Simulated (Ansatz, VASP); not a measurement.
CdTe: VASP beside Ansatz

```
Cd Te
1.0
     0.00000    2.87080    3.44385
     3.44385    0.00000    3.44385
     3.44385    2.87080    0.00000
Cd Te
1 1
Direct
  0.00000 0.00000 0.00000
  0.75000 0.75000 0.75000
```

Alike in both runs: task single point; functional PBE; k mesh 10 × 10 × 10; occupations gaussian, width 0.05 eV; no spin polarisation.

```csv
,VASP,Ansatz
version,VASP 6.6.1,Ansatz 0.2.0
potentials or method,"VASP PAW PBE potentials, release 64 (Cd, Te)","scalar-relativistic, plane waves, PAW"
plane-wave cutoff (eV),520,420
valence electrons in the cell,18,36
```

|  | VASP | Ansatz | Ansatz less VASP |
| --- | --- | --- | --- |
| gap on the k mesh at the Fermi level (eV) | 0.42 | 0.42 | 0.000 |
| least direct gap on the mesh (eV) | 0.42 | 0.42 | 0.000 |
| pressure (GPa) | 2.1 | 1.9 | -0.14 |
| largest component of the traceless stress (GPa) | 1.15 | 1.16 | +0.014 |

With one functional, cell and mesh, what is left measures potentials, basis and numerics. The two sets of potentials don't hold the same shells in valence.

Caveats: spin-orbit coupling is left out, which moves the levels of the heavy elements.
